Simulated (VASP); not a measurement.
# TiTe2 in VASP: further runs

The runs below take TiTe2 through band structure, with PBE+D3(BJ), r2SCAN.

All numbers are computed with VASP 6.6.1; they aren't measurements. Logs are shortened: lines on timing, memory, paths and dates and some standing lists are left out, and cuts for length are marked.

## 1. Starting point

The cell holds a slab with vacuum, 3 atoms: a = 3.681 Å, b = 3.681 Å, c = 21.415 Å, α = 90.00°, β = 90.00°, γ = 120.00°.

## 2. Band structure, PBE+D3(BJ)

Contents of INCAR:

```
SYSTEM = TiTe2
PREC = Accurate
ENCUT = 520
EDIFF = 1E-7
ISMEAR = 0
SIGMA = 0.03
LREAL = .FALSE.
LASPH = .TRUE.
NELM = 80
ALGO = Normal
ISIF = 2
LWAVE = .FALSE.
LCHARG = .FALSE.
LMAXMIX = 4
LDIPOL = .TRUE.
IDIPOL = 3
DIPOL = 0.5 0.5 0.500
GGA = PE
IVDW = 12
NBANDS = 19
LVHAR = .TRUE.
LVACPOTAV = .TRUE.
```

Contents of KPOINTS:

```
regular mesh
0
G
  9 9 1
  0 0 0
```

Contents of POSCAR:

```
TiTe2                                   
1.0
    3.6806306839      0.0000000000      0.0000000000
   -1.8403153419      3.1875196741      0.0000000000
    0.0000000000      0.0000000000     21.4153488000
  Te              Ti            
     2     1
Direct
     0.3333333300000021    0.6666666699999979    0.4176957098319461
     0.6666666699999979    0.3333333300000021    0.5823042901680540
     1.0000000000000000    0.0000000000000000    0.5000000000000000
```

Contents of KPOINTS_OPT:

```
explicit points
67
Reciprocal
 0.0000000000  0.0000000000  0.0000000000 1
 0.0357142900  0.0000000000  0.0000000000 1
 0.0714285700  0.0000000000  0.0000000000 1
 0.1071428600  0.0000000000  0.0000000000 1
 0.1428571400  0.0000000000  0.0000000000 1
 0.1785714300  0.0000000000  0.0000000000 1
 0.2142857100  0.0000000000  0.0000000000 1
 0.2500000000  0.0000000000  0.0000000000 1
 0.2857142900  0.0000000000  0.0000000000 1
 0.3214285700  0.0000000000  0.0000000000 1
 0.3571428600  0.0000000000  0.0000000000 1
 0.3928571400  0.0000000000  0.0000000000 1
 0.4285714300  0.0000000000  0.0000000000 1
 0.4642857100  0.0000000000  0.0000000000 1
 0.5000000000  0.0000000000  0.0000000000 1
 0.4791666700  0.0416666700  0.0000000000 1
 0.4583333300  0.0833333300  0.0000000000 1
 0.4375000000  0.1250000000  0.0000000000 1
 0.4166666700  0.1666666700  0.0000000000 1
 0.3958333300  0.2083333300  0.0000000000 1
 0.3750000000  0.2500000000  0.0000000000 1
 0.3541666700  0.2916666700  0.0000000000 1
 0.3333333300  0.3333333300  0.0000000000 1
 0.3137254900  0.3137254900  0.0000000000 1
 0.2941176500  0.2941176500  0.0000000000 1
 0.2745098000  0.2745098000  0.0000000000 1
 0.2549019600  0.2549019600  0.0000000000 1
 0.2352941200  0.2352941200  0.0000000000 1
 0.2156862700  0.2156862700  0.0000000000 1
 0.1960784300  0.1960784300  0.0000000000 1
 0.1764705900  0.1764705900  0.0000000000 1
 0.1568627500  0.1568627500  0.0000000000 1
 0.1372549000  0.1372549000  0.0000000000 1
 0.1176470600  0.1176470600  0.0000000000 1
 0.0980392200  0.0980392200  0.0000000000 1
 0.0784313700  0.0784313700  0.0000000000 1
 0.0588235300  0.0588235300  0.0000000000 1
 0.0392156900  0.0392156900  0.0000000000 1
 0.0196078400  0.0196078400  0.0000000000 1
 0.0000000000  0.0000000000  0.0000000000 1
 0.0000000000  0.0000000000  0.0000000000 1
 0.0072135400 -0.0036067700  0.0000000000 1
-0.0072135400  0.0036067700  0.0000000000 1
 0.0210394900 -0.0105197400  0.0000000000 1
-0.0210394900  0.0105197400  0.0000000000 1
-0.0000000000  0.0062471100  0.0000000000 1
 0.0000000000 -0.0062471100  0.0000000000 1
-0.0000000000  0.0182207300  0.0000000000 1
 0.0000000000 -0.0182207300  0.0000000000 1
 0.5000000000  0.0000000000  0.0000000000 1
 0.5072135400 -0.0036067700  0.0000000000 1
 0.4927864600  0.0036067700  0.0000000000 1
 0.5210394900 -0.0105197400  0.0000000000 1
 0.4789605100  0.0105197400  0.0000000000 1
 0.5000000000  0.0062471100  0.0000000000 1
 0.5000000000 -0.0062471100  0.0000000000 1
 0.5000000000  0.0182207300  0.0000000000 1
 0.5000000000 -0.0182207300  0.0000000000 1
 0.3333333300  0.3333333300  0.0000000000 1
 0.3405468700  0.3297265600  0.0000000000 1
 0.3261197900  0.3369401000  0.0000000000 1
 0.3543728200  0.3228135900  0.0000000000 1
 0.3122938400  0.3438530700  0.0000000000 1
 0.3333333300  0.3395804400  0.0000000000 1
 0.3333333300  0.3270862200  0.0000000000 1
 0.3333333300  0.3515540600  0.0000000000 1
 0.3333333300  0.3151126000  0.0000000000 1
```

Potentials or basis: VASP PAW PBE potentials, release 64 (Te, Ti_sv).

Started as:

```console
$ cat potpaw_PBE.64/Te/POTCAR potpaw_PBE.64/Ti_sv/POTCAR > POTCAR
$ mpirun -np 1 vasp_std > vasp.out
```

OUTCAR:

```text
SYSTEM = TiTe2
   PREC = Accurate
   ENCUT = 520
   EDIFF = 1E-7
   ISMEAR = 0
   LREAL = .FALSE.
   LASPH = .TRUE.
   NELM = 80
   ISIF = 2
   GGA = PE
   IVDW = 12
 IVDW          = 12

 ion  position               nearest neighbor table
   1  0.333  0.667  0.418-   3 2.76   3 2.76   3 2.76
   2  0.667  0.333  0.582-   3 2.76   3 2.76   3 2.76
   3  0.000  0.000  0.500-   1 2.76   2 2.76   1 2.76   2 2.76   2 2.76   1 2.76

  LATTYP: Found a hexagonal cell.
 ALAT       =     3.6806306839
 C/A-ratio  =     5.8183910963

  Lattice vectors:

 A1 = (   3.6806306839,   0.0000000000,   0.0000000000)
 A2 = (  -1.8403153419,   3.1875196741,   0.0000000000)
 A3 = (   0.0000000000,   0.0000000000,  21.4153488000)

Analysis of symmetry for initial positions (statically):
=====================================================================
 Subroutine PRICEL returns:
 Original cell was already a primitive cell.

 Routine SETGRP: Setting up the symmetry group for a
 hexagonal supercell.

 Subroutine GETGRP returns: Found 12 space group operations
 (whereof 12 operations were pure point group operations)
 out of a pool of 24 trial point group operations.

The static configuration has the point symmetry D_3d.

Analysis of symmetry for dynamics (positions and initial velocities):
=====================================================================
 Subroutine PRICEL returns:
 Original cell was already a primitive cell.

 Routine SETGRP: Setting up the symmetry group for a
 hexagonal supercell.

 Subroutine GETGRP returns: Found 12 space group operations
 (whereof 12 operations were pure point group operations)
 out of a pool of 24 trial point group operations.

The dynamic configuration has the point symmetry D_3d.

 Subroutine INISYM returns: Found 12 space group operations
 (whereof 12 operations are pure point group operations),
 and found     1 'primitive' translations

----------------------------------------------------------------------------------------

                                     Primitive cell

  volume of cell :     251.2466

  direct lattice vectors                    reciprocal lattice vectors
     3.680630684  0.000000000  0.000000000     0.271692567  0.156861777  0.000000000
    -1.840315342  3.187519674  0.000000000     0.000000000  0.313723554  0.000000000
     0.000000000  0.000000000 21.415348800     0.000000000  0.000000000  0.046695480

  length of vectors
     3.680630684  3.680630684 21.415348800     0.313723554  0.313723554  0.046695480

  position of ions in fractional coordinates (direct lattice)
     0.333333330  0.666666670  0.417695710
     0.666666670  0.333333330  0.582304290
     0.000000000  0.000000000  0.500000000

  ion indices of the primitive-cell ions
[... 72 lines left out ...]
   TEBEG  =    0.0;   TEEND  =   0.0 temperature during run
   PSTRESS=    0.0 pullay stress
   NELECT =      24.0000    total number of electrons
   NUPDOWN=      -1.0000    fix difference up-down
   EMIN   =  10.00;   EMAX   =-10.00  energy-range for DOS
   EFERMI =   0.00;   METHOD = LEGACY
   ISMEAR =     0;   SIGMA  =   0.03  broadening in eV -4-tet -1-fermi 0-gaus
   EFERMI_NEDOS =   21; number of points for ismear=-14 and -15
   IALGO  =     38    algorithm
   IMIX   =      4    mixing-type and parameters
     AMIX     =   0.40;   BMIX     =  1.00
     AMIX_MAG =   1.60;   BMIX_MAG =  1.00
  volume/ion in A,a.u.               =      83.75       565.17
  Fermi-wavevector in a.u.,A,eV,Ry     =   0.748362  1.414199  7.619887  0.560046
  Thomas-Fermi vector in A             =   1.844632
   LORBIT       =      0    0 simple, 1 ext, 2 COOP (PROOUT), +10 PAW based schemes
   GGA     = PE    functional components
   LHFCALC =     F    Hartree Fock is set to
   AEXX    =    0.0000 exact exchange contribution
   IVDW    =    12    specifies the selected vdW correction
   LEPSILON=     F    determine dielectric tensor
   LRPA    =     F    only Hartree local field effects (RPA)
 non-spin polarized calculation
 Gauss-broadening in eV      SIGMA  =   0.03
  energy-cutoff  :      520.00
  volume of cell :      251.25
 maximum number of plane-waves:      6807
 NGX is ok and might be reduce to    28
   NGX = 13   NGY = 13   NGZ = 79

 number of electron      24.0000002 magnetization

 dipolmoment           0.000000      0.000000     -0.000000 electrons x Angstroem

 Free energy of the ion-electron system (eV)
  ---------------------------------------------------
  ext. energy  EPLUGINS =         0.00000000
  ---------------------------------------------------
  free energy    TOTEN  =       -16.17187351 eV

  energy without entropy =      -16.17073083  energy(sigma->0) =      -16.17130217

 E-fermi :  -1.1436     XC(G=0):  -3.6441

 val. band max:       -1.2614636079   @ k =   0.4444   0.0000   0.0000
 cond. band min:      -1.1344713815   @ k =   0.3333   0.0000   0.0000
 fundamental gap:      0.1269922265
 Fermi energy:        -1.1436084865

 k-point     1 :       0.0000    0.0000    0.0000
  band No.  band energies     occupation
      1     -58.4941      2.00000
      2     -34.7455      2.00000
      3     -34.7455      2.00000
      4     -34.7184      2.00000
      5     -13.2731      2.00000
      6     -12.4673      2.00000
[... 241 lines left out ...]
      6     -11.2680      2.00000
[... 11 lines left out ...]
     18       3.9432      0.00000
     19       5.1177      0.00000

------------------------ aborting loop because EDIFF is reached ----------------------------------------

 Edisp (eV)   -1.07922

 E8    (eV) :    -0.5284

  FORCE on cell =-STRESS in cart. coord.  units (eV):
  Direction    XX          YY          ZZ          XY          YZ          ZX
  --------------------------------------------------------------------------------------
  -------------------------------------------------------------------------------------
  Total      -0.00399    -0.00399    -0.00815    -0.00000    -0.00000    -0.00000
  in kB      -0.02543    -0.02543    -0.05199    -0.00000    -0.00000    -0.00000
  external pressure =       -0.03 kB  Pullay stress =        0.00 kB

 VOLUME and BASIS-vectors are now :
 -----------------------------------------------------------------------------
  energy-cutoff  :      520.00
  volume of cell :      251.25
      direct lattice vectors                 reciprocal lattice vectors
     3.680630684  0.000000000  0.000000000     0.271692567  0.156861777  0.000000000
    -1.840315342  3.187519674  0.000000000     0.000000000  0.313723554  0.000000000
     0.000000000  0.000000000 21.415348800     0.000000000  0.000000000  0.046695480

 POSITION                                       TOTAL-FORCE (eV/Angst)
 -----------------------------------------------------------------------------------
     -0.00000      2.12501      8.94510        -0.000000     -0.000000     -0.002427
      1.84032      1.06251     12.47025        -0.000000      0.000000      0.002427
      0.00000      0.00000     10.70767         0.000000      0.000000      0.000000
 -----------------------------------------------------------------------------------
    total drift:                               -0.000000      0.000000     -0.000000

  FREE ENERGIE OF THE ION-ELECTRON SYSTEM (eV)
  ---------------------------------------------------
  free  energy   TOTEN  =       -17.2510976189 eV

  energy  without entropy=      -17.2499549348  energy(sigma->0) =      -17.25052628

 vacuum level on the upper side and lower side of the slab         3.692         3.692
```

It took 3.4 min on 1 thread of Intel Xeon 6975P-C (Granite Rapids), shared host; peak memory 0.38 GiB.

Results:

| Property | Result |
| --- | --- |
| Free energy | -17.2511 eV |
| Band gap along the path | none (metal or under the smearing width) |
| Dispersion energy per atom | -0.360 eV |
| Work function of the upper face | 4.84 eV |
| Work function of the lower face | 4.84 eV |

Forces on the atoms (eV/Å):
```
Te   0.000  0.000 -0.002
Te   0.000  0.000  0.002
Ti   0.000  0.000  0.000
```

Levels at points of the mesh, in eV from the Fermi level:
```csv
k point,band 10,band 11,band 12,band 13,band 14,band 15
"(0.00, 0.00, 0.00)",-1.30,0.49,0.54,0.54,1.42,1.42
```

Caveat: spin-orbit coupling is left out, which moves the levels of the heavy elements.

## 3. Band structure, PBE+D3(BJ), spin-orbit coupling, no magnetisation

Changes to INCAR since step 2:

```diff
@@ -13,2 +13,6 @@
 LCHARG = .FALSE.
+MAGMOM = 0 0 0 0 0 0 0 0 0
+LORBIT = 11
+LSORBIT = .TRUE.
+GGA_COMPAT = .FALSE.
 LMAXMIX = 4
@@ -19,3 +23,3 @@
 IVDW = 12
-NBANDS = 19
+NBANDS = 39
 LVHAR = .TRUE.
```

KPOINTS is that of step 2.

POSCAR is that of step 2.

KPOINTS_OPT is that of step 2.

Potentials or basis: VASP PAW PBE potentials, release 64 (Te, Ti_sv).

Started as:

```console
$ cat potpaw_PBE.64/Te/POTCAR potpaw_PBE.64/Ti_sv/POTCAR > POTCAR
$ mpirun -np 1 vasp_ncl > vasp.out
```

It took 21 min on 1 thread of Intel Xeon 6975P-C (Granite Rapids), shared host; peak memory 0.91 GiB.

Results (log left out):

```yaml
Free_energy: -17.4644 eV
Largest_force: 0.008 eV/Å
Valence_electrons_inside_the_program's_atomic_spheres: Te 3.43; Ti 10.17
Dispersion_energy_per_atom: -0.360 eV
Work_function_of_the_upper_face: 4.81 eV
Work_function_of_the_lower_face: 4.81 eV
```

Forces in eV/Å, atoms in the order of the input:
```
Te   0.000  0.000 -0.008
Te   0.000  0.000  0.008
Ti   0.000  0.000  0.000
```

## 4. Band structure, r2SCAN

Contents of INCAR:

```
SYSTEM = TiTe2
PREC = Accurate
ENCUT = 520
EDIFF = 1E-7
ISMEAR = 0
SIGMA = 0.03
LREAL = .FALSE.
LASPH = .TRUE.
NELM = 120
ALGO = All
ISIF = 2
LWAVE = .FALSE.
LCHARG = .FALSE.
LMAXMIX = 4
LDIPOL = .TRUE.
IDIPOL = 3
DIPOL = 0.5 0.5 0.500
METAGGA = R2SCAN
LMIXTAU = .TRUE.
NBANDS = 19
LVHAR = .TRUE.
LVACPOTAV = .TRUE.
AMIN = 0.01
```

KPOINTS is that of step 3.

POSCAR is that of step 3.

KPOINTS_OPT is that of step 3.

Started as:

```console
$ cat potpaw_PBE.64/Te/POTCAR potpaw_PBE.64/Ti_sv/POTCAR > POTCAR
$ mpirun -np 1 vasp_std > vasp.out
```

Run time: 11 min. Hardware: 1 thread of Intel Xeon 6975P-C (Granite Rapids), shared host; peak memory 0.44 GiB.

The run converged. Its results:

```yaml
Free_energy: -66.1615 eV
Largest_force: 0.042 eV/Å
Band_gap_along_the_path: none (metal or under the smearing width)
Work_function_of_the_upper_face: 4.86 eV
Work_function_of_the_lower_face: 4.86 eV
```

Forces in eV/Å, atoms in the order of the input:
```
Te   0.000  0.000  0.042
Te   0.000  0.000 -0.042
Ti   0.000  0.000  0.000
```

Levels at points of the mesh, in eV from the Fermi level:
```
           k point  band 9  band 10  band 11  band 12  band 13  band 14  band 15  band 16
(0.00, 0.00, 0.00)   -1.60    -1.60     0.50     0.50     0.54     1.26     1.26     3.57
```

Caveat: the PAW data sets were made with another functional, which shifts forces and pressure a little; spin-orbit coupling is left out, which moves the levels of the heavy elements.

## 5. The runs side by side

```tsv
level	spin	largest force (eV/Å)	work function (eV)
PBE+D3(BJ)	off	-	4.84
PBE+D3(BJ)	SOC, no magnetisation	0.01	4.81
r2SCAN	off	0.04	4.86
```

Alike in all rows: task band structure; potentials or basis VASP PAW PBE potentials, release 64 (Te, Ti_sv); cell as given; k mesh 9 × 9 × 1; cutoff (eV) 520; smearing gaussian 0.03 eV.

Caveats: spin-orbit coupling is left out, which moves the levels of the heavy elements (some runs); the PAW data sets were made with another functional, which shifts forces and pressure a little (some runs).

Total energies depend on the potentials used, so only differences within one code and one set of settings carry meaning.
